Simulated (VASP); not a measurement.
# NaH (Pm-3m) in VASP: density of states with LDA

Aim: the density of states of NaH with LDA.

Program: VASP 6.6.1. These are calculated values, not measurements. Logs are shortened: lines on timing, memory, paths and dates and some standing lists are left out, and cuts for length are marked.

## Step 1: The structure

Symmetry: Pm-3m, No. 221, cubic system. The conventional cell has a = 2.933 Å, b = 2.933 Å, c = 2.933 Å, α = 90.00°, β = 90.00°, γ = 90.00°. Na (site symmetry m-3m) is surrounded by 8 H at 2.54 Å. H (site symmetry m-3m) is surrounded by 8 Na at 2.54 Å.

The cell comes from a database or a generator and needn't be the stable form of this composition.

## Step 2: Density of states, LDA

File POSCAR:

```
NaH
1.0
    2.9328749342      0.0000000000      0.0000000000
    0.0000000000      2.9328749342      0.0000000000
    0.0000000000      0.0000000000      2.9328749342
Na H
1 1
Direct
    0.0000000000      0.0000000000      0.0000000000
    0.5000000000      0.5000000000      0.5000000000
```

File INCAR.step1:

```
SYSTEM = NaH
  PREC = Accurate
  ENCUT = 520
  EDIFF = 1E-6
  ISMEAR = 0
  SIGMA = 0.01
  LREAL = .False.
  LASPH = .True.
  NELM = 100
  ALGO = Normal
  ISIF = 2
  LWAVE = .False.
  LCHARG = .True.
  NBANDS = 11
```

File KPOINTS.step1:

```
Automatic mesh
0
Gamma
  8 8 8
  0 0 0
```

File INCAR.step2:

```
SYSTEM = NaH
  PREC = Accurate
  ENCUT = 520
  EDIFF = 1E-6
  ISMEAR = -5
  SIGMA = 0.01
  LREAL = .False.
  LASPH = .True.
  NELM = 100
  ALGO = Normal
  ISIF = 2
  LWAVE = .False.
  LCHARG = .False.
  LORBIT = 10
  NEDOS = 2001
  ICHARG = 11
```

File KPOINTS.step2:

```
Automatic mesh
0
Gamma
  12 12 12
  0 0 0
```

Potentials or basis: VASP PAW LDA potentials, release 64 (Na_pv, H).

Launch:

```
$ cat potpaw_LDA.64/Na_pv/POTCAR potpaw_LDA.64/H/POTCAR > POTCAR
$ cp INCAR.step1 INCAR
$ cp KPOINTS.step1 KPOINTS
$ mpirun -np 1 vasp_std > vasp.out
$ cp INCAR.step2 INCAR
$ cp KPOINTS.step2 KPOINTS
$ mpirun -np 1 vasp_std > vasp.out
```

OUTCAR:

```text
SYSTEM = NaH
   PREC = Accurate
   ENCUT = 520
   EDIFF = 1E-6
   ISMEAR = -5
   LREAL = .False.
   LASPH = .True.
   NELM = 100
   ISIF = 2
   LORBIT = 10
   ICHARG = 11

 ion  position               nearest neighbor table
   1  0.000  0.000  0.000-
   2  0.500  0.500  0.500-

  LATTYP: Found a simple cubic cell.
 ALAT       =     2.9328749342

  Lattice vectors:

 A1 = (   2.9328749342,   0.0000000000,   0.0000000000)
 A2 = (   0.0000000000,   2.9328749342,   0.0000000000)
 A3 = (   0.0000000000,   0.0000000000,   2.9328749342)

Analysis of symmetry for initial positions (statically):
=====================================================================
 Subroutine PRICEL returns:
 Original cell was already a primitive cell.

 Routine SETGRP: Setting up the symmetry group for a
 simple cubic supercell.

 Subroutine GETGRP returns: Found 48 space group operations
 (whereof 48 operations were pure point group operations)
 out of a pool of 48 trial point group operations.

The static configuration has the point symmetry O_h .

Analysis of symmetry for dynamics (positions and initial velocities):
=====================================================================
 Subroutine PRICEL returns:
 Original cell was already a primitive cell.

 Routine SETGRP: Setting up the symmetry group for a
 simple cubic supercell.

 Subroutine GETGRP returns: Found 48 space group operations
 (whereof 48 operations were pure point group operations)
 out of a pool of 48 trial point group operations.

The dynamic configuration has the point symmetry O_h .

 Subroutine INISYM returns: Found 48 space group operations
 (whereof 48 operations are pure point group operations),
 and found     1 'primitive' translations

----------------------------------------------------------------------------------------

                                     Primitive cell

  volume of cell :      25.2279

  direct lattice vectors                    reciprocal lattice vectors
     2.932874934  0.000000000  0.000000000     0.340962374  0.000000000  0.000000000
     0.000000000  2.932874934  0.000000000     0.000000000  0.340962374  0.000000000
     0.000000000  0.000000000  2.932874934     0.000000000  0.000000000  0.340962374

  length of vectors
     2.932874934  2.932874934  2.932874934     0.340962374  0.340962374  0.340962374

  position of ions in fractional coordinates (direct lattice)
     0.000000000  0.000000000  0.000000000
     0.500000000  0.500000000  0.500000000

  ion indices of the primitive-cell ions
   primitive index   ion index
                 1           1
                 2           2

----------------------------------------------------------------------------------------

 KPOINTS: Automatic mesh

Automatic generation of k-mesh.
 Grid dimensions read from file:
 generate k-points for:   12   12   12

 Generating k-lattice:

  Cartesian coordinates                     Fractional coordinates (reciprocal lattice)
     0.028413531  0.000000000  0.000000000     0.083333333  0.000000000  0.000000000
     0.000000000  0.028413531  0.000000000     0.000000000  0.083333333  0.000000000
     0.000000000  0.000000000  0.028413531     0.000000000  0.000000000  0.083333333

  Length of vectors
     0.028413531  0.028413531  0.028413531

  Shift w.r.t. Gamma in fractional coordinates (k-lattice)
     0.000000000  0.000000000  0.000000000

 TETIRR: Found    854 inequivalent tetrahedra from    10368

 Subroutine IBZKPT returns following result:
 ===========================================

 Found     84 irreducible k-points:

 Following reciprocal coordinates:
            Coordinates               Weight
  0.000000  0.000000  0.000000      1.000000
  0.083333  0.000000  0.000000      6.000000
  0.166667  0.000000  0.000000      6.000000
  0.250000  0.000000  0.000000      6.000000
  0.333333  0.000000  0.000000      6.000000
  0.416667  0.000000  0.000000      6.000000
[... 16 lines left out ...]
  0.333333  0.333333  0.000000     12.000000
  0.416667  0.333333  0.000000     24.000000
 [... further k-points ...]
   k-points           NKPTS =     84   k-points in BZ     NKDIM =     84   number of bands    NBANDS=      8
   number of dos      NEDOS =   2001   number of ions     NIONS =      2
   total plane-waves  NPLWV =  13824
   dimension x,y,z NGX =    24 NGY =   24 NGZ =   24
   dimension x,y,z NGXF=    48 NGYF=   48 NGZF=   48
   ions per type =               1   1
   NGX,Y,Z   is equivalent  to a cutoff of  13.60, 13.60, 13.60 a.u.
   NGXF,Y,Z  is equivalent  to a cutoff of  27.21, 27.21, 27.21 a.u.
 SYSTEM =  NaH
   PREC   = accura    normal or accurate (medium, high low for compatibility)
   ISTART =      0    job   : 0-new  1-cont  2-samecut
   ICHARG =     11    charge: 1-file 2-atom 10-const
   ISPIN  =      1    spin polarized calculation?
   LNONCOLLINEAR =      F non collinear calculations
   LSORBIT =      F    spin-orbit coupling
   LASPH  =      T    aspherical Exc in radial PAW
   ENCUT  =  520.0 eV  38.22 Ry    6.18 a.u.   5.45  5.45  5.45*2*pi/ulx,y,z
   NELM   =    100;   NELMIN=  2; NELMDL=  0     # of ELM steps
   EDIFF  = 0.1E-05   stopping-criterion for ELM
   LREAL  =      F    real-space projection
   EDIFFG = 0.1E-04   stopping-criterion for IOM
   NSW    =      0    number of steps for IOM
   IBRION =     -1    ionic relax: 0-MD 1-quasi-New 2-CG
   NFREE  =      0    steps in history (QN), initial steepest desc. (CG)
   ISIF   =      2    stress and relaxation
   ISYM   =      2    0-nonsym 1-usesym 2-fastsym
   POTIM  = 0.5000    time-step for ionic-motion
   TEBEG  =    0.0;   TEEND  =   0.0 temperature during run
   PSTRESS=    0.0 pullay stress
   NELECT =       8.0000    total number of electrons
   NUPDOWN=      -1.0000    fix difference up-down
   EMIN   =  10.00;   EMAX   =-10.00  energy-range for DOS
   EFERMI =   0.00;   METHOD = LEGACY
   ISMEAR =    -5;   SIGMA  =   0.01  broadening in eV -4-tet -1-fermi 0-gaus
   EFERMI_NEDOS =   21; number of points for ismear=-14 and -15
   IALGO  =     38    algorithm
   IMIX   =      4    mixing-type and parameters
     AMIX     =   0.40;   BMIX     =  1.00
     AMIX_MAG =   1.60;   BMIX_MAG =  1.00
  volume/ion in A,a.u.               =      12.61        85.12
  Fermi-wavevector in a.u.,A,eV,Ry     =   1.116378  2.109649 16.956940  1.246300
  Thomas-Fermi vector in A             =   2.252991
   LORBIT       =     10    0 simple, 1 ext, 2 COOP (PROOUT), +10 PAW based schemes
   GGA     = CA    functional components
   LHFCALC =     F    Hartree Fock is set to
   AEXX    =    0.0000 exact exchange contribution
   IVDW    =     0    specifies the selected vdW correction
   LEPSILON=     F    determine dielectric tensor
   LRPA    =     F    only Hartree local field effects (RPA)
 non-spin polarized calculation
 Fermi weights with tetrahedron method with Bloechl corrections
  energy-cutoff  :      520.00
  volume of cell :       25.23
 maximum number of plane-waves:       703
 NGX is ok and might be reduce to    24

 number of electron       8.0000005 magnetization

 Free energy of the ion-electron system (eV)
  ---------------------------------------------------
  ext. energy  EPLUGINS =         0.00000000
  ---------------------------------------------------
  free energy    TOTEN  =        -5.10028631 eV

  energy without entropy =       -5.10028631  energy(sigma->0) =       -5.10028631

 E-fermi :   1.4285     XC(G=0):  -8.7024

 val. band max:        1.4118669110   @ k =   0.5000   0.5000   0.5000
 cond. band min:       1.9867901679   @ k =   0.5000   0.0000   0.0000
 fundamental gap:      0.5749232568
 Fermi energy:         1.4285156280

 k-point     1 :       0.0000    0.0000    0.0000
  band No.  band energies     occupation
      1     -23.2915      2.00000
      2     -23.2915      2.00000
      3     -23.2915      2.00000
      4      -4.8786      2.00000
      5      10.0853      0.00000
      6      11.9557      0.00000
      7      11.9557      0.00000
      8      13.6385      0.00000

 k-point     2 :       0.0833    0.0000    0.0000
  band No.  band energies     occupation
      1     -23.3050      2.00000
      2     -23.2904      2.00000
      3     -23.2904      2.00000
      4      -4.7655      2.00000
      5       9.3579      0.00000
      6      11.1541      0.00000
      7      12.0715      0.00000
      8      13.7214      0.00000

 k-point     3 :       0.1667    0.0000    0.0000
  band No.  band energies     occupation
      1     -23.3417      2.00000
      2     -23.2872      2.00000
      3     -23.2872      2.00000
      4      -4.4327      2.00000
      5       7.4678      0.00000
      6      11.1404      0.00000
      7      12.4169      0.00000
      8      13.9673      0.00000

 k-point     4 :       0.2500    0.0000    0.0000
  band No.  band energies     occupation
      1     -23.3914      2.00000
      2     -23.2828      2.00000
      3     -23.2828      2.00000
      4      -3.9028      2.00000
      5       5.5322      0.00000
      6      11.4372      0.00000
      7      12.9843      0.00000
      8      14.3650      0.00000

 k-point     5 :       0.3333    0.0000    0.0000
  band No.  band energies     occupation
      1     -23.4407      2.00000
      2     -23.2785      2.00000
      3     -23.2785      2.00000
      4      -3.2293      2.00000
      5       3.8268      0.00000
      6      11.7983      0.00000
      7      13.7505      0.00000
      8      14.8818      0.00000
[... 177 lines left out ...]
 k-point    22 :       0.5000    0.2500    0.0000
  band No.  band energies     occupation
      1     -23.4724      2.00000
      2     -23.3654      2.00000
      3     -23.2661      2.00000
      4      -1.5194      2.00000
      5       3.0880      0.00000
      6       8.2212      0.00000
      7      11.5309      0.00000
      8      15.2298      0.00000

 k-point    23 :       0.3333    0.3333    0.0000
  band No.  band energies     occupation
      1     -23.4218      2.00000
      2     -23.4143      2.00000
      3     -23.2662      2.00000
      4      -1.8348      2.00000
      5       5.0539      0.00000
      6       6.0838      0.00000
      7      11.5098      0.00000
      8      15.2438      0.00000

 k-point    24 :       0.4167    0.3333    0.0000
  band No.  band energies     occupation
      1     -23.4517      2.00000
      2     -23.4124      2.00000
      3     -23.2632      2.00000
      4      -1.3017      2.00000
      5       4.2987      0.00000
      6       6.3984      0.00000
      7      10.4261      0.00000
      8      15.4405      0.00000

 [... further k-points ...]
[... 5 lines left out ...]
  --------------------------------------------------------------------------------------
  -------------------------------------------------------------------------------------
  Total       -0.2518577     -0.2518577     -0.2518577     -0.0000000     -0.0000000      0.0000000
  in kB      -15.9950378    -15.9950378    -15.9950378     -0.0000000     -0.0000000      0.0000000
  external PRESSURE =     -15.9950378 kB  Pullay stress =       0.0000000 kB

 VOLUME and BASIS-vectors are now :
 -----------------------------------------------------------------------------
  energy-cutoff  :      520.00
  volume of cell :       25.23
      direct lattice vectors                 reciprocal lattice vectors
     2.932874934  0.000000000  0.000000000     0.340962374  0.000000000  0.000000000
     0.000000000  2.932874934  0.000000000     0.000000000  0.340962374  0.000000000
     0.000000000  0.000000000  2.932874934     0.000000000  0.000000000  0.340962374

 POSITION                                       TOTAL-FORCE (eV/Angst)
 -----------------------------------------------------------------------------------
      0.00000      0.00000      0.00000         0.000000      0.000000      0.000000
      1.46644      1.46644      1.46644         0.000000      0.000000      0.000000
 -----------------------------------------------------------------------------------
    total drift:                                0.000000     -0.000000      0.000000

  FREE ENERGIE OF THE ION-ELECTRON SYSTEM (eV)
  ---------------------------------------------------
  free  energy   TOTEN  =        -5.1002863090 eV

  energy  without entropy=       -5.1002863090  energy(sigma->0) =       -5.10028631

 total charge

# of ion       s       p       d       tot
------------------------------------------
    1        0.060   5.987   0.000   6.046
    2        0.488   0.001   0.000   0.489
--------------------------------------------------
tot          0.548   5.988   0.000   6.536
```

It took 11 s on 1 thread of Intel Xeon Platinum 8375C at 2.90GHz (Ice Lake), shared host; peak memory 0.13 GiB.

Results:

* Valence electrons inside the program's atomic spheres: Na 6.05; H 0.49

States per cell in windows of 0.5 eV (zero at the valence-band top; states under -8 eV left out):
| from (eV) | total | H2_s | Na1_s | Na1_p | H2_p | Na1_d | H2_d |
| --- | --- | --- | --- | --- | --- | --- | --- |
| -8.0 | 0.00 | 0.00 | 0.00 | 0.00 | 0.00 | 0.00 | 0.00 |
| -7.5 | 0.00 | 0.00 | 0.00 | 0.00 | 0.00 | 0.00 | 0.00 |
| -7.0 | 0.00 | 0.00 | 0.00 | 0.00 | 0.00 | 0.00 | 0.00 |
| -6.5 | 0.01 | 0.00 | 0.00 | 0.00 | 0.00 | 0.00 | 0.00 |
| -6.0 | 0.07 | 0.01 | 0.01 | 0.00 | 0.00 | 0.00 | 0.00 |
| -5.5 | 0.10 | 0.02 | 0.01 | 0.00 | 0.00 | 0.00 | 0.00 |
| -5.0 | 0.14 | 0.03 | 0.01 | 0.00 | 0.00 | 0.00 | 0.00 |
| -4.5 | 0.20 | 0.04 | 0.01 | 0.01 | 0.00 | 0.00 | 0.00 |
| -4.0 | 0.28 | 0.06 | 0.01 | 0.01 | 0.00 | 0.00 | 0.00 |
| -3.5 | 0.31 | 0.07 | 0.01 | 0.01 | 0.00 | 0.00 | 0.00 |
| -3.0 | 0.28 | 0.07 | 0.00 | 0.01 | 0.00 | 0.00 | 0.00 |
| -2.5 | 0.26 | 0.07 | 0.00 | 0.01 | 0.00 | 0.00 | 0.00 |
| -2.0 | 0.18 | 0.05 | 0.00 | 0.00 | 0.00 | 0.00 | 0.00 |
| -1.5 | 0.09 | 0.03 | 0.00 | 0.00 | 0.00 | 0.00 | 0.00 |
| -1.0 | 0.06 | 0.02 | 0.00 | 0.00 | 0.00 | 0.00 | 0.00 |
| -0.5 | 0.02 | 0.01 | 0.00 | 0.00 | 0.00 | 0.00 | 0.00 |
| 0.0 | 0.00 | 0.00 | 0.00 | 0.00 | 0.00 | 0.00 | 0.00 |
| 0.5 | 0.02 | 0.00 | 0.01 | 0.00 | 0.00 | 0.00 | 0.00 |
| 1.0 | 0.09 | 0.00 | 0.02 | 0.00 | 0.00 | 0.00 | 0.00 |
| 1.5 | 0.14 | 0.00 | 0.03 | 0.00 | 0.00 | 0.00 | 0.00 |
| 2.0 | 0.18 | 0.00 | 0.03 | 0.01 | 0.00 | 0.00 | 0.00 |
| 2.5 | 0.23 | 0.01 | 0.04 | 0.01 | 0.00 | 0.00 | 0.00 |
| 3.0 | 0.36 | 0.01 | 0.05 | 0.02 | 0.00 | 0.00 | 0.00 |
| 3.5 | 0.33 | 0.02 | 0.05 | 0.02 | 0.00 | 0.00 | 0.00 |
| 4.0 | 0.33 | 0.02 | 0.03 | 0.03 | 0.00 | 0.00 | 0.00 |
| 4.5 | 0.32 | 0.02 | 0.03 | 0.03 | 0.00 | 0.00 | 0.00 |
| 5.0 | 0.29 | 0.01 | 0.01 | 0.04 | 0.00 | 0.00 | 0.00 |
| 5.5 | 0.35 | 0.02 | 0.01 | 0.05 | 0.01 | 0.00 | 0.00 |
| 6.0 | 0.34 | 0.02 | 0.01 | 0.04 | 0.00 | 0.00 | 0.00 |
| 6.5 | 0.26 | 0.02 | 0.01 | 0.03 | 0.00 | 0.00 | 0.00 |
| 7.0 | 0.35 | 0.02 | 0.02 | 0.04 | 0.00 | 0.00 | 0.00 |
| 7.5 | 0.35 | 0.02 | 0.02 | 0.04 | 0.00 | 0.00 | 0.00 |
